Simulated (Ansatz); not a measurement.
# GaSb: the cost of one run

Computed with the Python package of Ansatz 0.2.0. Level of theory: DFT PBEsol, plane waves, PAW.

## 1. Starting point

Symmetry: I-4m2, No. 119, tetragonal system. Conventional cell: a = 5.507 Å, b = 5.507 Å, c = 3.181 Å, α = 90.00°, β = 90.00°, γ = 90.00°. Ga (site symmetry -4m2) has 4 Sb at 2.87 Å and 2 Ga at 3.18 Å as nearest neighbours. Sb (site symmetry -4m2) is surrounded by 4 Ga at 2.87 Å and 2 Sb at 3.18 Å.

The script reads gasb.cif:

```cif
data_GaSb
_cell_length_a 4.206322
_cell_length_b 4.206322
_cell_length_c 4.206322
_cell_angle_alpha 98.22223
_cell_angle_beta 98.22223
_cell_angle_gamma 135.55919
_symmetry_space_group_name_H-M 'P 1'
_symmetry_Int_Tables_number 1
loop_
_symmetry_equiv_pos_as_xyz
'x, y, z'
loop_
_atom_site_label
_atom_site_type_symbol
_atom_site_fract_x
_atom_site_fract_y
_atom_site_fract_z
Ga1 Ga    0.250000    0.750000    0.500000
Sb2 Sb    0.000000    0.000000    0.000000
```

## 2. The code

Input file gasb_kconv.py:

```python
import warnings

import ansatz as az
from ase.io import read
import pandas as pd

FUNCTIONAL = "PBEsol"
FILLING = "fixed"

warnings.simplefilter("ignore", az.DeckWarning)

atoms = read("gasb.cif")
xtal = az.Crystal.from_ase(atoms)

calc = (
    xtal.calculation()
    .basis(21 * az.Ha)
    .functional(FUNCTIONAL)
    .occupations(FILLING)
    .band_table()
)

rows = []
for value in [(4, 4, 4), (6, 6, 6), (8, 8, 8), (10, 10, 10)]:
    rep = calc.kpoints(*value).run(threads=1, backend="cpu").report
    rows.append((value, rep["free_energy_ev"] / len(rep["lattice"]["sites"]), rep["n_iterations"], rep["gap_by_band_count_ev"], rep["n_kpoints"]))

table = pd.DataFrame(rows, columns=["mesh", "F/atom (eV)", "iterations", "gap by band count (eV)", "k-points"])
print(table.round(5).to_string(index=False))

for row in rows[:-1]:
    shift = 1000 * (row[1] - rows[-1][1])
    print(f"{row[0]}: {shift:+.2f} meV/atom" + ("  (within 2 meV)" if abs(shift) < 2 else ""))
```

## 3. What the engine is handed

The engine receives this input (first run):

```yaml
crystal:
  lattice:
    - [4.206322, 0.0, 0.0]
    - [-3.0032051746771824, 2.9451491382400645, 0.0]
    - [-0.6015584882868774, -1.4725747542460972, 3.8939434698016675]
  atoms:
    - { symbol: Ga, position: [0.24999999999999992, 0.7499999999999999, 0.5] }
    - { symbol: Sb, position: [0.0, 0.0, 0.0] }
basis:
  ecutwfc: 571.4391111657479
kpoints:
  mp_grid:
    grid: [4, 4, 4]
hamiltonian:
  xc: pbesol
scf:
  occupations:
    method: fixed
output:
  eigenvalues: true
```

## 4. Launch

Started as:

```
> python gasb_kconv.py
```

What time and memory should one allow on 1 thread of Arm Neoverse V2, shared host?

About 27 s, with a peak of 0.58 GiB.
